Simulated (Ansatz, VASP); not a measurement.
# InP in VASP and in Ansatz

```
In P
1.0
     0.00000    2.74536    2.74536
     2.74536    0.00000    2.74536
     2.74536    2.74536    0.00000
In P
1 1
Direct
  0.00000 0.00000 0.00000
  0.50000 0.50000 0.50000
```

The cell was built by a generator and needn't be a form met in nature.

Alike in both runs: task single point; functional r2SCAN; k mesh 6 × 6 × 6; occupations fermi-dirac, width 0.02 eV; no spin polarisation.

```csv
,VASP,Ansatz
version,VASP 6.6.1,Ansatz 0.2.0
potentials or method,"VASP PAW PBE potentials, release 64 (In_d, P)","plane waves, PAW"
plane-wave cutoff (eV),520,500
valence electrons in the cell,18,18
```

```tsv
	VASP	Ansatz	Ansatz less VASP
pressure (GPa)	0.7	0.7	-0.02
```

Caveats: the PAW data sets were made with another functional, which shifts forces and pressure a little (VASP).
